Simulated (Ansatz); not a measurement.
Geometry optimisation in Ansatz: input, command and trajectory.

```yaml
crystal:
  lattice:
    - [3.8440672348, 0.0, 0.0]
    - [0.0, 3.8440672348, 0.0]
    - [0.0, 0.0, 8.2130723056]
  atoms:
    - { symbol: Ti, position: [0.0, 0.0, 0.5] }
    - { symbol: Ti, position: [0.5, 0.5, 0.0] }
    - { symbol: Ti, position: [0.5, 0.5, 0.5] }
    - { symbol: Al, position: [0.0, 0.5, 0.2523516175] }
    - { symbol: Al, position: [0.0, 0.5, 0.7476483825] }
    - { symbol: Al, position: [0.5, 0.0, 0.2523516175] }
    - { symbol: Al, position: [0.5, 0.0, 0.7476483825] }
    - { symbol: Al, position: [0.0, 0.0, 0.0] }
basis:
  ecutwfc: 420
kpoints:
  mp_grid: { grid: [10, 10, 4] }
hamiltonian:
  xc: pbesol
scf:
  occupations: { method: gaussian, width: 0.1 }
output:
  forces: true
  stress: true
  eigenvalues: true
relax:
  adjacent_minimum: "off"
  f_tol: 0.01
  max_steps: 30
  cell: { stress_tol: 0.1, fix: [volume] }
```

```bash
ansatz run input.yaml --threads 2 --pin off --max-ram 5120MiB --backend cpu --events-out ev --progress --plain --runs-dir out
```

Method: Ansatz, DFT PBEsol, scalar-relativistic, plane waves, PAW.

The volume is held at 0.97 times that of the relaxed cell.

Of 4 frames 3 are shown, positions in Å and forces in eV/Å; the SCF threshold varies from step to step. Steps run on the plane waves of an earlier cell, with a Pulay correction in the pressure. The basis is chosen afresh for the last frame, the zero of the energies, and at times for earlier ones too; energy and pressure step there, also at an unchanged geometry.

```xyz
8
Lattice="3.8441 0.0000 0.0000 0.0000 3.8441 0.0000 0.0000 0.0000 8.2131" Properties=species:S:1:pos:R:3:forces:R:3 pbc="T T T" step=1 free_energy_over_end_meV_per_atom=0.04 pressure_GPa=3.72
Ti    0.0000    0.0000    4.1065    0.0000    0.0000    0.0000
Ti    1.9220    1.9220    0.0000    0.0000    0.0000    0.0000
Ti    1.9220    1.9220    4.1065    0.0000    0.0000    0.0000
Al    0.0000    1.9220    2.0726    0.0000    0.0000   -0.0378
Al    0.0000    1.9220    6.1405    0.0000    0.0000    0.0378
Al    1.9220    0.0000    2.0726    0.0000    0.0000   -0.0378
Al    1.9220    0.0000    6.1405    0.0000    0.0000    0.0378
Al    0.0000    0.0000    0.0000    0.0000    0.0000    0.0000
8
Lattice="3.8446 0.0000 0.0000 0.0000 3.8446 0.0000 0.0000 0.0000 8.2110" Properties=species:S:1:pos:R:3:forces:R:3 pbc="T T T" step=2 free_energy_over_end_meV_per_atom=0.01 pressure_GPa=3.67
Ti    0.0000    0.0000    4.1055    0.0000    0.0000    0.0000
Ti    1.9223    1.9223    0.0000    0.0000    0.0000    0.0000
Ti    1.9223    1.9223    4.1055    0.0000    0.0000    0.0000
Al    0.0000    1.9223    2.0653    0.0000    0.0000    0.0212
Al    0.0000    1.9223    6.1457    0.0000    0.0000   -0.0212
Al    1.9223    0.0000    2.0653    0.0000    0.0000    0.0212
Al    1.9223    0.0000    6.1457    0.0000    0.0000   -0.0212
Al    0.0000    0.0000    0.0000    0.0000    0.0000    0.0000
8
Lattice="3.8442 0.0000 0.0000 0.0000 3.8442 0.0000 0.0000 0.0000 8.2124" Properties=species:S:1:pos:R:3:forces:R:3 pbc="T T T" step=4 free_energy_over_end_meV_per_atom=0.00 pressure_GPa=3.69
Ti    0.0000    0.0000    4.1062    0.0000    0.0000    0.0000
Ti    1.9221    1.9221    0.0000    0.0000    0.0000    0.0000
Ti    1.9221    1.9221    4.1062    0.0000    0.0000    0.0000
Al    0.0000    1.9221    2.0681    0.0000    0.0000    0.0000
Al    0.0000    1.9221    6.1443    0.0000    0.0000    0.0000
Al    1.9221    0.0000    2.0681    0.0000    0.0000    0.0000
Al    1.9221    0.0000    6.1443    0.0000    0.0000    0.0000
Al    0.0000    0.0000    0.0000    0.0000    0.0000    0.0000
```

The run took 17 s on 2 threads of Intel(R) Xeon(R) 6975P-C (Granite Rapids) (shared host), peak memory 0.59 GiB.